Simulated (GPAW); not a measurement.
## Quasiparticle gap of AgCl (Chlorargyrite) in GPAW

Aim: the G0W0 gap of AgCl (Chlorargyrite) on LDA, step by step.

Program: GPAW 26.7.0. Level of theory: LDA and many-body steps on it, plane waves. Results are calculated unless marked as measured.

The database entry behind the starting cell differs from later determinations by our own check (an axis about 1.4 % short against later determinations), so it need not match the best structure at ambient conditions.

## 1. The structure

The structure is cubic, space group Fm-3m (No. 225). Conventional cell: a = 5.470 Å, b = 5.470 Å, c = 5.470 Å, α = 90.00°, β = 90.00°, γ = 90.00°. Nearest to Ag lie 6 Cl at 2.74 Å. Nearest to Cl lie 6 Ag at 2.74 Å. Farther neighbours and most contacts between anions are not listed.

Coordinates:

```
Ag Cl
1.0
     0.00000    2.73500    2.73500
     2.73500    0.00000    2.73500
     2.73500    2.73500    0.00000
Ag Cl
1 1
Direct
  0.00000 0.00000 0.00000
  0.50000 0.50000 0.50000
```

The cell and positions come from the Crystallography Open Database and are kept as given unless a step says otherwise.

## 2. Ground state

This step: GPAW 26.7.0; DFT, LDA, plane waves, PAW.

The ground-state density comes first.

run.py reads:

```python
import json
import numpy as np
from gpaw.mpi import world
from ase import Atoms
from gpaw import GPAW, PW, FermiDirac

atoms = Atoms(['Ag', 'Cl'],
    cell=[[0.0000000000, 2.7350000000, 2.7350000000],
      [2.7350000000, 0.0000000000, 2.7350000000],
      [2.7350000000, 2.7350000000, 0.0000000000]],
    scaled_positions=[[0.0000000000, 0.0000000000, 0.0000000000],
      [0.5000000000, 0.5000000000, 0.5000000000]],
    pbc=(True, True, True))
calc = GPAW(mode=PW(450),
    xc='LDA',
    kpts={'size': (8, 8, 8), 'gamma': True},
    occupations=FermiDirac(0.001),
    nbands=-7,
    convergence={'density': 1e-6, 'bands': -3},
    maxiter=100,
    txt='gs.txt')
atoms.calc = calc
res = {'energy': atoms.get_potential_energy()}
kpts = calc.get_ibz_k_points()
res['kpts'] = kpts
res['eigenvalues'] = [calc.get_eigenvalues(kpt=k) for k in range(len(kpts))]
res['n_electrons'] = calc.get_number_of_electrons()
calc.write('gs.gpw')

if world.rank == 0:
    with open('result.json', 'w') as f:
        json.dump(res, f, default=lambda x: x.tolist())
```

The run is started by

```sh
$ mpirun -n 4 gpaw python run.py
```

Numbers of over 12 decimals in the logs are rounded to 6 here.

Log:

```text
__  _  _
 | _ |_)|_||  |
 |__||  | ||/\| - 26.7.0

Input parameters:
  mode=PW(ecut=450.000000),
  convergence={'density': 1e-06, 'bands': -3},
  kpts=MonkhorstPack(size=(8, 8, 8), gamma=True),
  maxiter=100,
  nbands=-7,
  occupations=Occupations(name='fermi-dirac', width=0.001, fixmagmom=False),
  xc=XC(name='LDA')
  [... matrices ...]
Diagonalizing LCAO Hamiltonian
Converting LCAO to pw mode

                Cl

       Ag

Atoms  # Å, Bohr magnetons
|   | symbol |        x |        y |        z |    initial magnetic moments |
| 0 |     Ag | 0.000000 | 0.000000 | 0.000000 | ( 0.0000,  0.0000,  0.0000) |
| 1 |     Cl | 2.735000 | 2.735000 | 2.735000 | ( 0.0000,  0.0000,  0.0000) |

Unit cell  # Å
| periodic |        x |        y |        z |  lengths |    angles |
|      yes | 0.000000 | 2.735000 | 2.735000 | 3.867874 | 60.000000 |
|      yes | 2.735000 | 0.000000 | 2.735000 | 3.867874 | 60.000000 |
|      yes | 2.735000 | 2.735000 | 0.000000 | 3.867874 | 60.000000 |

Number of symmetries: 48
Symmetry operations  # r_c * U_cc + t_c -> r_c
|    | kind |            matrix            |
|  0 |  σ   |  1, 0, 0,  1, 0,-1,  1,-1, 0 |
|  1 |  C2  |  1, 0, 0,  1,-1, 0,  1, 0,-1 |
|  2 |  E   |  1, 0, 0,  0, 1, 0,  0, 0, 1 |
|  3 |  σ   |  1, 0, 0,  0, 0, 1,  0, 1, 0 |
|  4 |  C4  |  1, 0,-1,  1, 0, 0,  1,-1, 0 |
|  5 |  S6  |  1, 0,-1,  1,-1, 0,  1, 0, 0 |
|  6 |  σ   |  1, 0,-1,  0, 1,-1,  0, 0,-1 |
|  7 |  C3  |  1, 0,-1,  0, 0,-1,  0, 1,-1 |
|  8 |  S6  |  1,-1, 0,  1, 0, 0,  1, 0,-1 |
|  9 |  C4  |  1,-1, 0,  1, 0,-1,  1, 0, 0 |
| 10 |  C3  |  1,-1, 0,  0,-1, 1,  0,-1, 0 |
| 11 |  σ   |  1,-1, 0,  0,-1, 0,  0,-1, 1 |
| 12 |  σ   |  0, 1, 0,  1, 0, 0,  0, 0, 1 |
| 13 |  C4  |  0, 1, 0,  0, 1,-1, -1, 1, 0 |
| 14 |  C3  |  0, 1, 0,  0, 0, 1,  1, 0, 0 |
| 15 |  S6  |  0, 1, 0, -1, 1, 0,  0, 1,-1 |
| 16 |  C2  |  0, 1,-1,  1, 0,-1,  0, 0,-1 |
| 17 |  σ   |  0, 1,-1,  0, 1, 0, -1, 1, 0 |
| 18 |  S4  |  0, 1,-1,  0, 0,-1,  1, 0,-1 |
| 19 |  C4  |  0, 1,-1, -1, 1, 0,  0, 1, 0 |
| 20 |  C3  |  0, 0, 1,  1, 0, 0,  0, 1, 0 |
| 21 |  σ   |  0, 0, 1,  0, 1, 0,  1, 0, 0 |
| 22 |  S6  |  0, 0, 1,  0,-1, 1, -1, 0, 1 |
| 23 |  C4  |  0, 0, 1, -1, 0, 1,  0,-1, 1 |
| 24 |  S4  |  0, 0,-1,  1, 0,-1,  0, 1,-1 |
| 25 |  C3  |  0, 0,-1,  0, 1,-1,  1, 0,-1 |
| 26 |  C2  |  0, 0,-1,  0,-1, 0, -1, 0, 0 |
| 27 |  S6  |  0, 0,-1, -1, 0, 0,  0,-1, 0 |
| 28 |  S4  |  0,-1, 1,  1,-1, 0,  0,-1, 0 |
| 29 |  C4  |  0,-1, 1,  0, 0, 1, -1, 0, 1 |
| 30 |  C2  |  0,-1, 1,  0,-1, 0,  1,-1, 0 |
| 31 |  σ   |  0,-1, 1, -1, 0, 1,  0, 0, 1 |
| 32 |  C3  |  0,-1, 0,  1,-1, 0,  0,-1, 1 |
| 33 |  S6  |  0,-1, 0,  0, 0,-1, -1, 0, 0 |
| 34 |  S4  |  0,-1, 0,  0,-1, 1,  1,-1, 0 |
| 35 |  C2  |  0,-1, 0, -1, 0, 0,  0, 0,-1 |
| 36 |  C2  | -1, 1, 0,  0, 1, 0,  0, 1,-1 |
| 37 |  S6  | -1, 1, 0,  0, 1,-1,  0, 1, 0 |
| 38 |  S4  | -1, 1, 0, -1, 0, 1, -1, 0, 0 |
| 39 |  C3  | -1, 1, 0, -1, 0, 0, -1, 0, 1 |
| 40 |  S6  | -1, 0, 1,  0, 0, 1,  0,-1, 1 |
| 41 |  C2  | -1, 0, 1,  0,-1, 1,  0, 0, 1 |
| 42 |  C3  | -1, 0, 1, -1, 1, 0, -1, 0, 0 |
| 43 |  S4  | -1, 0, 1, -1, 0, 0, -1, 1, 0 |
| 44 |  C2  | -1, 0, 0,  0, 0,-1,  0,-1, 0 |
| 45 |  i   | -1, 0, 0,  0,-1, 0,  0, 0,-1 |
| 46 |  σ   | -1, 0, 0, -1, 1, 0, -1, 0, 1 |
| 47 |  C2  | -1, 0, 0, -1, 0, 1, -1, 1, 0 |

BZ-sampling:
  Number of BZ points: 512
  Number of IBZ points: 29

  Monkhorst-Pack size: [8, 8, 8]
  Monkhorst-Pack shift: [0.0625, 0.0625, 0.0625]

K-points  # in reciprocal-cell coordinates
|     |                                coordinates |     weight |
|   0 | (  0.00000000,   0.00000000,   0.00000000) | 0.00195312 |
|   1 | (  0.12500000,   0.12500000,   0.00000000) | 0.01171875 |
|   2 | (  0.12500000,   0.12500000,   0.12500000) | 0.01562500 |
|   3 | (  0.25000000,   0.12500000,   0.12500000) | 0.02343750 |
|   4 | (  0.25000000,   0.25000000,   0.00000000) | 0.01171875 |
|   5 | (  0.25000000,   0.25000000,   0.12500000) | 0.04687500 |
|   6 | (  0.25000000,   0.25000000,   0.25000000) | 0.01562500 |
|   7 | (  0.37500000,   0.25000000,  -0.37500000) | 0.04687500 |
|   8 | (  0.37500000,   0.25000000,   0.12500000) | 0.04687500 |
|   9 | (  0.37500000,   0.25000000,   0.25000000) | 0.04687500 |
| ... |                                            |            |
|  28 | (  0.50000000,   0.50000000,   0.50000000) | 0.00781250 |

Plane wave coefficients: 905
Cutoff: 450.000000 eV

Spin-components: 1 (collinear spins)
Bands:           19
Projectors:      11
Spin-degeneracy: 2
Datatype:        complex128

  Storage: CPU
  Wave functions: 7_872_688 bytes (1_968_172 per core)
  Projectors: 9_115_744 bytes (2_278_936 per core)
  [... matrices ...]
Parallelization:
  kpt:    4
  domain: 1
  band:   1

Density:
  Valence electrons: 24.0
  Components: 1
  Grid points: [20 20 20]
  Charge: 0.0  # |e|

Potential:
  Grid points: [20 20 20]

species:
  Ag:
    name:    Silver
    Z:       47.0
    valence: 17
    core:    30
    charge:  0.0  # [|e|]
    compensation charges:
      type: gauss
      rc: 0.40  # [Å]
      lmax: 2
    cutoffs:
      filter: 2.35  # [Å]
      core: 2.19  # [Å]
    projectors
    | kind |    occ | energy [eV] | rcut [Å] |
    |   5s |  1.000 |      -4.708 |    1.286 |
    |   4p |  6.000 |     -58.678 |    1.328 |
    |   5p |  0.000 |      -0.844 |    1.328 |
    |   4d | 10.000 |      -7.664 |    1.180 |
    |    s |        |      22.503 |    1.286 |
    |    d |        |      19.547 |    1.180 |

    Using partial waves for Ag as LCAO basis

  Cl:
    name:    Chlorine
    Z:       17.0
    valence: 7
    core:    10
    charge:  0.0  # [|e|]
    compensation charges:
      type: gauss
      rc: 0.25  # [Å]
      lmax: 2
    cutoffs:
      filter: 1.40  # [Å]
      core: 1.49  # [Å]
    projectors
    | kind |    occ | energy [eV] | rcut [Å] |
    |   3s |  2.000 |     -20.688 |    0.794 |
    |   3p |  5.000 |      -8.701 |    0.794 |
    |    s |        |       6.523 |    0.794 |
    |    p |        |      18.511 |    0.794 |
    |    d |        |       0.000 |    0.794 |

    Using partial waves for Cl as LCAO basis

Reference energy: -156983.661887  # eV

eigensolver:
  PPCG
  Converge bands: -3
  niter=2

density mixing:
  MSR1-Mixer
  Pratt-step length: 0.05
  Maximum mixing coefficient: 0.75
  Old densities: 10
  SVD Regularization: 0.005
  Good broyden scale: 1.0
  Trust region scale: 1.0
  Backstep threshold: 4.0
  History deletion threshold: 6.0
  Fourier metric: weight=20.0, sigma=0.015

occupation numbers:
  Fermi-Dirac:
    width: 0.0010  # eV

poisson solver:
  ecut: 3600.000000  # eV

xc functional:
  name: None

Initialization done in: 4.785 s

convergence criteria:
- Maximum integral of absolute [dens]ity change: 1e-06 electrons / valence electron
- Maximum [total energy] change in last 3 cyles: 0.0005 eV / valence electron
- Maximum integral of absolute [eigenst]ate change: 4e-08 eV^2 / valence electron
maximum number of iterations: 100

SCF iterations
|iter     |     time |      energy | eigst |  dens |
|iter:   1|  |   -6.980361 | +0.89 |       |
|iter:   2|  |   -6.956056 | -0.78 | -1.58 |
|iter:   3|  |   -6.851322 | -1.88 | -1.62 |
|iter:   4|  |   -6.847843 | -3.73 | -2.05 |
|iter:   5|  |   -6.847008c| -4.03 | -2.49 |
|iter:   6|  |   -6.847003c| -5.62 | -3.17 |
|iter:   7|  |   -6.847004c| -7.11 | -3.85 |
|iter:   8|  |   -6.847004c| -7.64c| -4.70 |
|iter:   9|  |   -6.847004c| -8.32c| -5.79 |
|iter:  10|  |   -6.847004c| -8.80c| -6.26c|

Converged in 10 steps
SCF loop duration: 4.641 s (0.464 s/step)
Energy contributions relative to reference atoms: (reference = -156983.661887)
  [... matrices ...]
Energy contributions:
  Kinetic:           6.899207
  Coulomb:          -6.702787
  Zero:              0.004574
  External:          0.000000
  Xc:               -7.047998
  Entropy:          -0.000000
  Spinorbit:         0.000000
  ----------------------------
  Free energy:      -6.847004
  Extrapolated:     -6.847004

dipole moment: (-16.810550, -16.810550, -16.810550)  # |e|*Ang

Fermi level: 4.674
Eigenvalues  # (at kpt = [0.000, 0.000, 0.000])
| band index |      eig [eV] | occ [0-2] |
|          0 |       -49.065 |     2.000 |
|        ... |               |           |
|          4 |         1.583 |     2.000 |
|          5 |         1.583 |     2.000 |
|          6 |         1.583 |     2.000 |
|          7 |         1.624 |     2.000 |
|          8 |         1.624 |     2.000 |
|          9 |         1.781 |     2.000 |
|         10 |         1.781 |     2.000 |
|         11 |         1.781 |     2.000 |
|         12 |         4.879 |     0.000 |
|         13 |        14.830 |     0.000 |
|         14 |        14.830 |     0.000 |
|         15 |        14.830 |     0.000 |
|         16 |        16.287 |     0.000 |
|         17 |        17.557 |     0.000 |
|         18 |        17.557 |     0.000 |

Gap: 0.597 eV
Transition (v -> c):
  (s=0, k=28, n=11, [0.50, 0.50, 0.50]) -> (s=0, k=0, n=12, [0.00, 0.00, 0.00])
Direct/indirect transitions are different
Direct gap: 3.084 eV
Transition at: (s=0, k=2, n=11, [0.12, 0.12, 0.12])
# Writing to gs.gpw (mode='')
  [... matrices ...]
```

Run time: 14 s. Hardware: 4 MPI ranks of Intel Xeon Platinum 8259CL at 2.50GHz (Skylake/Cascade Lake), shared host; peak memory 0.64 GiB; 42 s of CPU time.

This step gave:

- total energy: -6.847 eV
- gap: 0.5973 eV
- k of the valence top: 0.5, 0.5, 0.5
- k of the conduction bottom: 0, 0, 0
- least direct gap: 3.084 eV

The gap is indirect, with the least direct gap 2.49 eV higher.

## 3. Bands along the symmetry lines

Levels along a band path, at the cheap level, show where the edges lie and whether the meshes to come will hold them.

run.py reads:

```python
import json
import numpy as np
from gpaw.mpi import world
from gpaw import GPAW

path = [[0.000000, 0.000000, 0.000000],
    [0.062500, 0.000000, 0.062500],
    [0.125000, 0.000000, 0.125000],
    [0.187500, 0.000000, 0.187500],
    [0.250000, 0.000000, 0.250000],
    [0.312500, 0.000000, 0.312500],
    [0.375000, 0.000000, 0.375000],
    [0.437500, 0.000000, 0.437500],
    [0.500000, 0.000000, 0.500000],
    [0.515625, 0.031250, 0.515625],
    [0.531250, 0.062500, 0.531250],
    [0.546875, 0.093750, 0.546875],
    [0.562500, 0.125000, 0.562500],
    [0.578125, 0.156250, 0.578125],
    [0.593750, 0.187500, 0.593750],
    [0.609375, 0.218750, 0.609375],
    [0.625000, 0.250000, 0.625000],
    [0.375000, 0.375000, 0.750000],
    [0.328125, 0.328125, 0.656250],
    [0.281250, 0.281250, 0.562500],
    [0.234375, 0.234375, 0.468750],
    [0.187500, 0.187500, 0.375000],
    [0.140625, 0.140625, 0.281250],
    [0.093750, 0.093750, 0.187500],
    [0.046875, 0.046875, 0.093750],
    [0.000000, 0.000000, 0.000000],
    [0.062500, 0.062500, 0.062500],
    [0.125000, 0.125000, 0.125000],
    [0.187500, 0.187500, 0.187500],
    [0.250000, 0.250000, 0.250000],
    [0.312500, 0.312500, 0.312500],
    [0.375000, 0.375000, 0.375000],
    [0.437500, 0.437500, 0.437500],
    [0.500000, 0.500000, 0.500000],
    [0.500000, 0.468750, 0.531250],
    [0.500000, 0.437500, 0.562500],
    [0.500000, 0.406250, 0.593750],
    [0.500000, 0.375000, 0.625000],
    [0.500000, 0.343750, 0.656250],
    [0.500000, 0.312500, 0.687500],
    [0.500000, 0.281250, 0.718750],
    [0.500000, 0.250000, 0.750000],
    [0.500000, 0.218750, 0.718750],
    [0.500000, 0.187500, 0.687500],
    [0.500000, 0.156250, 0.656250],
    [0.500000, 0.125000, 0.625000],
    [0.500000, 0.093750, 0.593750],
    [0.500000, 0.062500, 0.562500],
    [0.500000, 0.031250, 0.531250],
    [0.500000, 0.000000, 0.500000]]
calc = GPAW('gs.gpw').fixed_density(kpts=path,
    symmetry='off',
    nbands=22,
    convergence={'bands': 18},
    txt='bands.txt')
res = {}
kpts = calc.get_ibz_k_points()
res['kpts'] = kpts
res['eigenvalues'] = [calc.get_eigenvalues(kpt=k) for k in range(len(kpts))]
res['n_electrons'] = calc.get_number_of_electrons()

if world.rank == 0:
    with open('result.json', 'w') as f:
        json.dump(res, f, default=lambda x: x.tolist())
```

The run is started by

```sh
$ mpirun -n 4 gpaw python run.py
```

Log:

```text
Diagonalizing LCAO Hamiltonian
Converting LCAO to pw mode
convergence criteria:
- Maximum integral of absolute [eigenst]ate change: 4e-08 eV^2 / valence electron
maximum number of iterations: 100

SCF iterations
|iter     |     time |      energy | eigst |  dens |
|iter:   1|  |             | +1.83 |       |
|iter:   2|  |             | -0.05 |       |
|iter:   3|  |             | -0.84 |       |
[...]
|iter:   7|  |             | -5.54 |       |
|iter:   8|  |             | -6.66 |       |
|iter:   9|  |             | -7.81c|       |
SCF steps: 9
  __  _  _
 | _ |_)|_||  |
 |__||  | ||/\| - 26.7.0

Input parameters:
  mode=PW(ecut=450.000000),
  convergence={'bands': 18},
  gpts=array([20, 20, 20]),
  kpts=KPoints(kpts=array([[0.      , 0.      , 0.      ],
         [0.0625  , 0.      , 0.0625  ],
         [0.125   , 0.      , 0.125   ],
         [0.1875  , 0.      , 0.1875  ],
[...]
[0.515625, 0.03125 , 0.515625],
[...]
[0.546875, 0.09375 , 0.546875],
[...]
[0.578125, 0.15625 , 0.578125],
[...]
[0.609375, 0.21875 , 0.609375],
[...]
[0.328125, 0.328125, 0.65625 ],
[...]
[0.234375, 0.234375, 0.46875 ],
[...]
[0.140625, 0.140625, 0.28125 ],
[...]
[0.046875, 0.046875, 0.09375 ],
[...]
[0.5     , 0.0625  , 0.5625  ],
         [0.5     , 0.03125 , 0.53125 ],
         [0.5     , 0.      , 0.5     ]])),
  maxiter=100,
  nbands=22,
  occupations=Occupations(name='fermi-dirac', width=0.001, fixmagmom=False),
  parallel={},
  symmetry=Symmetry(point_group=False, time_reversal=False),
  xc=XC(name='LDA')
```

Run time: 15 s. Hardware: 4 MPI ranks; peak memory 0.68 GiB; 48 s of CPU time.

This step gave:

```yaml
gap: 0.5973 eV
k_of_the_valence_top: 0.5, 0.5, 0.5
k_of_the_conduction_bottom: 0, 0, 0
least_direct_gap: 2.879 eV
```

The gap is 0.597 eV, as in the run before at this level.

Electronic bands along the path, in eV, zero at the top of the highest filled band:

| point | band 9 | band 10 | band 11 | band 12 | band 13 | band 14 | band 15 | band 16 |
| --- | --- | --- | --- | --- | --- | --- | --- | --- |
| Γ | -2.66 | -2.50 | -2.50 | -2.50 | 0.60 | 10.55 | 10.55 | 10.55 |
| halfway | -2.55 | -1.92 | -1.92 | -1.50 | 3.29 | 7.08 | 8.48 | 9.91 |
| X | -2.44 | -2.14 | -2.14 | -2.03 | 2.00 | 7.74 | 8.50 | 11.44 |
| halfway | -2.16 | -2.10 | -1.96 | -1.93 | 2.38 | 7.59 | 8.32 | 10.79 |
| U | -2.21 | -2.01 | -1.82 | -1.17 | 3.31 | 7.00 | 7.92 | 9.59 |
| jump to K | -2.21 | -2.01 | -1.82 | -1.17 | 3.31 | 7.00 | 7.92 | 9.59 |
| halfway | -2.36 | -1.91 | -1.87 | -0.27 | 3.61 | 7.04 | 7.78 | 8.48 |
| Γ | -2.66 | -2.50 | -2.50 | -2.50 | 0.60 | 10.55 | 10.55 | 10.55 |
| halfway | -2.49 | -2.21 | -0.89 | -0.89 | 2.73 | 7.53 | 8.88 | 8.88 |
| L | -2.28 | -1.94 | 0.00 | 0.00 | 3.82 | 6.53 | 7.27 | 7.27 |
| halfway | -2.27 | -2.00 | -1.09 | -0.56 | 4.78 | 5.34 | 7.86 | 8.21 |
| W | -2.18 | -2.14 | -2.13 | -1.36 | 4.01 | 7.64 | 7.64 | 7.71 |
| halfway | -2.16 | -2.14 | -2.12 | -1.64 | 2.78 | 7.57 | 8.17 | 9.59 |
| X | -2.44 | -2.14 | -2.14 | -2.03 | 2.00 | 7.74 | 8.50 | 11.44 |

## 4. Empty states on the mesh, 6×6×6 mesh, 225 bands

The sums over transitions need many empty states on a uniform mesh; this step solves for them.

run.py reads:

```python
import json
import numpy as np
from gpaw.mpi import world
from gpaw import GPAW

calc = GPAW('gs.gpw').fixed_density(kpts={'size': (6, 6, 6), 'gamma': True},
    parallel={'domain': 1, 'band': 1},
    txt='nscf.txt')
calc.diagonalize_full_hamiltonian(nbands=225)
calc.write('full.gpw', mode='all')
res = {}
kpts = calc.get_ibz_k_points()
res['kpts'] = kpts
res['eigenvalues'] = [calc.get_eigenvalues(kpt=k) for k in range(len(kpts))]
res['n_electrons'] = calc.get_number_of_electrons()

if world.rank == 0:
    with open('result.json', 'w') as f:
        json.dump(res, f, default=lambda x: x.tolist())
```

The run is started by

```sh
$ mpirun -n 4 gpaw python run.py
```

Log:

```text
Diagonalizing LCAO Hamiltonian
Converting LCAO to pw mode
convergence criteria:
- Maximum integral of absolute [eigenst]ate change: 4e-08 eV^2 / valence electron
maximum number of iterations: 100

SCF iterations
|iter     |     time |      energy | eigst |  dens |
|iter:   1|  |             | +0.90 |       |
|iter:   2|  |             | -0.72 |       |
|iter:   3|  |             | -2.16 |       |
|iter:   4|  |             | -3.36 |       |
|iter:   5|  |             | -4.66 |       |
|iter:   6|  |             | -5.78 |       |
|iter:   7|  |             | -7.05 |       |
|iter:   8|  |             | -7.74c|       |
SCF steps: 8
  __  _  _
 | _ |_)|_||  |
 |__||  | ||/\| - 26.7.0

Input parameters:
  mode=PW(ecut=450.000000),
  convergence={'density': 1e-06, 'bands': -3},
  gpts=array([20, 20, 20]),
  kpts=MonkhorstPack(size=(6, 6, 6), gamma=True),
  maxiter=100,
  nbands=19,
  occupations=Occupations(name='fermi-dirac', width=0.001, fixmagmom=False),
  parallel={'domain': 1, 'band': 1},
  xc=XC(name='LDA')
Matrix size: 911x911
# Writing to full.gpw (mode='all')
  [... matrices ...]

timing:  # [seconds]
  Total: 6.165  # ━━━━━━━━━━━━━━━━━━━━━━━━━━━━━━━━━━━━━━━━━━━━━━━━━━━━━━━━━━━
```

Elapsed: 18 s, on 4 MPI ranks; peak memory 0.97 GiB; 60 s of CPU time.

Numbers from this step:

| Property | Result |
| --- | --- |
| gap | 0.5973 eV |
| k of the valence top | 0.5, 0.5, 0.5 |
| k of the conduction bottom | 0, 0, 0 |
| least direct gap | 3.099 eV |
| k points computed | 16 |
| lowest point of the top converged band, above the valence top | 165.1768 eV |

On this mesh the gap is 0.597 eV.

(Continued in part 2 of 2.)

[Paths, hosts, dates, memory and timing lines, banners, echoed tables and standing remarks are left out of the program output.]

[Logs are printed without paths, hosts, clocks, repeated set-up lines and the standing remarks that a program may print on its own settings, such as how far it seeks lower states.]

[Runs of the session that timed out or met a known fault of the program may be left out.]

[Hosts, paths, dates, database ids (printed as entryN), source tags and the programs' standing remarks are cut or masked in the printed files.]
